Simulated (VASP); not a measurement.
Runs of VASP 6.6.1 on BP. Symmetry: F-43m, No. 216, cubic system. The conventional cell has a = 4.538 Å, b = 4.538 Å, c = 4.538 Å, α = 90.00°, β = 90.00°, γ = 90.00°. P (site symmetry -43m) is surrounded by 4 B at 1.97 Å. B (site symmetry -43m) is surrounded by 4 P at 1.97 Å. 

```csv
level,exchange at q = 0,screening parameter,share of exact exchange,gap on the mesh (eV),pressure (GPa)
PBE0,truncated,-,-,(b),-2.3
HSE06,-,0.2 1/A,-,2.01,(a)
HSE03,-,-,-,1.82,-1.9
r2SCAN-EpsX,truncated,-,0.1079,2.03,-1.6
```

Alike in all rows: task band structure; potentials or basis VASP PAW PBE potentials, release 64 (P, B); no spin polarisation; cell as given; k mesh 8 × 8 × 8; cutoff (eV) 520; smearing gaussian 0.02 eV.

Q: Fill in the values left out.

A: (a) -2.2; (b) 2.68.

Caveats: the PAW data sets were made with another functional, which shifts forces and pressure a little.

A k mesh can miss the band edges.
